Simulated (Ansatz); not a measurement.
# TiO2: the cost of one run

Computed with Ansatz 0.2.0 (DFT PBE, scalar-relativistic, plane waves, PAW, unless a step's input says otherwise).

### Step 1. The starting structure

Symmetry: C2/c, No. 15, monoclinic system. Conventional cell: a = 5.412 Å, b = 5.413 Å, c = 5.472 Å, α = 90.00°, β = 118.77°, γ = 90.00°. Around Ti (site symmetry 2) lie 6 O at 1.93 to 2.00 Å. Around O (site symmetry 1) lie 3 Ti at 1.93 to 2.00 Å.

Cell or atoms stand a little off a more symmetric structure (I4_1/amd at a tolerance of 0.3 Å), so results at this geometry aren't those of that ideal crystal.

Coordinates:

```xyz
48
Lattice="2.6335 -5.4133 -4.7966 2.6335 5.4133 -4.7966 10.8241 0.0000 0.0000" Properties=species:S:1:pos:R:3 pbc="T T T"
Ti    4.6812   -3.4326   -3.5975
Ti    4.6812    1.9807   -3.5975
Ti    7.3872   -0.7260   -3.5975
Ti   10.0207   -0.7260   -8.3941
Ti   10.0933    1.9807   -3.5975
Ti   10.0933   -3.4326   -3.5975
Ti    4.6087   -0.7260   -8.3941
Ti    1.9751   -0.7260   -3.5975
Ti    5.9979   -1.9807   -5.9958
Ti    5.9979    3.4326   -5.9958
Ti    8.7040    0.7260   -5.9958
Ti    6.0705    0.7260   -1.1992
Ti   11.4100    3.4326   -5.9958
Ti   11.4100   -1.9807   -5.9958
Ti    0.6584    0.7260   -1.1992
Ti    3.2919    0.7260   -5.9958
O     4.6466   -0.6563   -6.3932
O     2.0130   -0.6563   -1.5966
O     7.3526    2.0504   -6.3932
O     7.3526   -3.3629   -6.3932
O     7.4251   -0.6563   -1.5966
O    10.0586   -0.6563   -6.3932
O    12.7647   -3.3629   -6.3932
O    12.7647    2.0504   -6.3932
O     8.6661    0.6563   -7.9967
O     6.0326    0.6563   -3.2001
O     8.7386   -2.0504   -3.2001
O     8.7386    3.3629   -3.2001
O    11.4446    0.6563   -3.2001
O    14.0782    0.6563   -7.9967
O     3.3265    3.3629   -3.2001
O     3.3265   -2.0504   -3.2001
O     7.3493   -0.6563   -5.5984
O     4.7158   -0.6563   -0.8018
O    10.0554    2.0504   -5.5984
O    10.0554   -3.3629   -5.5984
O    10.1279   -0.6563   -0.8018
O    12.7614   -0.6563   -5.5984
O     4.6433   -3.3629   -5.5984
O     4.6433    2.0504   -5.5984
O     5.9633    0.6563   -8.7915
O     3.3298    0.6563   -3.9949
O     6.0358   -2.0504   -3.9949
O     6.0358    3.3629   -3.9949
O     8.7419    0.6563   -3.9949
O    11.3754    0.6563   -8.7915
O    11.4479    3.3629   -3.9949
O    11.4479   -2.0504   -3.9949
```

The runs take a perfect supercell of 48 atoms; the defect goes to fractional position (0.727, 0.606, 0.105).

### Step 2. The perfect supercell

input.yaml

```yaml
crystal:
  lattice:
    - [2.633531, -5.41331, -4.796637]
    - [2.633531, 5.41331, -4.796637]
    - [10.824136, 0.0, 0.0]
  atoms:
    - { symbol: Ti, position: [0.692055, 0.057945, 0.25] }
    - { symbol: Ti, position: [0.192055, 0.557945, 0.25] }
    - { symbol: Ti, position: [0.442055, 0.307945, 0.5] }
    - { symbol: Ti, position: [0.942055, 0.807945, 0.5] }
    - { symbol: Ti, position: [0.192055, 0.557945, 0.75] }
    - { symbol: Ti, position: [0.692055, 0.057945, 0.75] }
    - { symbol: Ti, position: [0.942055, 0.807945, 0.0] }
    - { symbol: Ti, position: [0.442055, 0.307945, 0.0] }
    - { symbol: Ti, position: [0.807945, 0.442055, 0.25] }
    - { symbol: Ti, position: [0.307945, 0.942055, 0.25] }
    - { symbol: Ti, position: [0.557945, 0.692055, 0.5] }
    - { symbol: Ti, position: [0.057945, 0.192055, 0.5] }
    - { symbol: Ti, position: [0.307945, 0.942055, 0.75] }
    - { symbol: Ti, position: [0.807945, 0.442055, 0.75] }
    - { symbol: Ti, position: [0.057945, 0.192055, 0.0] }
    - { symbol: Ti, position: [0.557945, 0.692055, 0.0] }
    - { symbol: O, position: [0.727042, 0.605809, 0.104994] }
    - { symbol: O, position: [0.227042, 0.105809, 0.104994] }
    - { symbol: O, position: [0.477042, 0.855809, 0.354994] }
    - { symbol: O, position: [0.977042, 0.355809, 0.354994] }
    - { symbol: O, position: [0.227042, 0.105809, 0.604994] }
    - { symbol: O, position: [0.727042, 0.605809, 0.604994] }
    - { symbol: O, position: [0.977042, 0.355809, 0.854994] }
    - { symbol: O, position: [0.477042, 0.855809, 0.854994] }
    - { symbol: O, position: [0.772958, 0.894191, 0.395006] }
    - { symbol: O, position: [0.272958, 0.394191, 0.395006] }
    - { symbol: O, position: [0.522958, 0.144191, 0.645006] }
    - { symbol: O, position: [0.022958, 0.644191, 0.645006] }
    - { symbol: O, position: [0.272958, 0.394191, 0.895006] }
    - { symbol: O, position: [0.772958, 0.894191, 0.895006] }
    - { symbol: O, position: [0.022958, 0.644191, 0.145006] }
    - { symbol: O, position: [0.522958, 0.144191, 0.145006] }
    - { symbol: O, position: [0.644191, 0.522958, 0.395006] }
    - { symbol: O, position: [0.144191, 0.022958, 0.395006] }
    - { symbol: O, position: [0.394191, 0.772958, 0.645006] }
    - { symbol: O, position: [0.894191, 0.272958, 0.645006] }
    - { symbol: O, position: [0.144191, 0.022958, 0.895006] }
    - { symbol: O, position: [0.644191, 0.522958, 0.895006] }
    - { symbol: O, position: [0.894191, 0.272958, 0.145006] }
    - { symbol: O, position: [0.394191, 0.772958, 0.145006] }
    - { symbol: O, position: [0.855809, 0.977042, 0.104994] }
    - { symbol: O, position: [0.355809, 0.477042, 0.104994] }
    - { symbol: O, position: [0.605809, 0.227042, 0.354994] }
    - { symbol: O, position: [0.105809, 0.727042, 0.354994] }
    - { symbol: O, position: [0.355809, 0.477042, 0.604994] }
    - { symbol: O, position: [0.855809, 0.977042, 0.604994] }
    - { symbol: O, position: [0.105809, 0.727042, 0.854994] }
    - { symbol: O, position: [0.605809, 0.227042, 0.854994] }
basis:
  ecutwfc: 420
  fft_grid_basis: typed
kpoints:
  mp_grid: { grid: [2, 2, 1] }
hamiltonian:
  xc: pbe
  pseudopotentials: { kind: paw }
scf:
  occupations: { method: gaussian, width: 0.05 }
output:
  forces: true
  stress: false
  eigenvalues: true
  bader: false
  write_density: true
  volumetric_format: npy
```

On the command line:

```bash
ansatz run input.yaml --threads 4 --pin off --max-ram 10240MiB --backend cpu --events-out ev --progress --plain --runs-dir out
```

What time and memory should one allow on 4 threads of Arm Neoverse V2, shared host?

About 5.2 s, with a peak of 2 GiB.
